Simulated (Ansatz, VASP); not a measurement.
## Ag in VASP and in Ansatz

The input INCAR:

```
PREC = Accurate ; ENCUT = 520
EDIFF = 1E-7 ; ISMEAR = -1
SIGMA = 0.05 ; LREAL = F
LASPH = T ; NELM = 100
ALGO = Normal ; ISIF = 2
LWAVE = F ; LCHARG = F
GGA = PS ; NBANDS = 12
```

Contents of KPOINTS:

```
regular mesh
0
Gamma
  11 11 11
```

File POSCAR:

```
Ag
1.0
   -1.6666189156      1.6666189156      1.6666189156
    1.6666189156     -1.6666189156      1.6666189156
    1.6666189156      1.6666189156     -1.6666189156
Ag
1
Direct
    0.0000000000      0.0000000000      0.0000000000
```

Contents of input.yaml:

```yaml
crystal:
  lattice:
    - [-1.6666189156, 1.6666189156, 1.6666189156]
    - [1.6666189156, -1.6666189156, 1.6666189156]
    - [1.6666189156, 1.6666189156, -1.6666189156]
  atoms:
    - { symbol: Ag, position: [0.0, 0.0, 0.0] }
hamiltonian:
  xc: pbesol
  pseudopotentials: { kind: paw }
kpoints:
  mp_grid: { grid: [11, 11, 11] }
scf:
  occupations: { method: fermi_dirac, width: 0.05 }
output:
  forces: true
  stress: true
  eigenvalues: true
```

Change from the starting cell: volume scaled by 1.02.

Alike in both runs: task single point; functional PBEsol; k mesh 11 × 11 × 11; occupations fermi-dirac, width 0.05 eV; no spin polarisation.

```csv
,VASP,Ansatz
version,VASP 6.6.1,Ansatz 0.2.0
potentials or method,"VASP PAW PBE potentials, release 64 (Ag)",Ansatz PAW
plane-wave cutoff (eV),520,420
valence electrons in the cell,11,19
```

|  | VASP | Ansatz | Ansatz less VASP |
| --- | --- | --- | --- |
| gap on the k mesh at the Fermi level (eV) | none | none | - |
| pressure (GPa) | -8.7 | -8.6 | +0.12 |

A gap of «none» marks a metal or a gap that the smearing closes. The functional is the same, so the differences come from potentials, cutoffs and numerics. The two sets of potentials don't hold the same shells in valence.

Caveats: the PAW data sets were made with another functional, which shifts forces and pressure a little (VASP); the PAW data sets come from PBE, with cores solved anew for the run's functional, which leaves a small shift of forces and pressure (Ansatz).
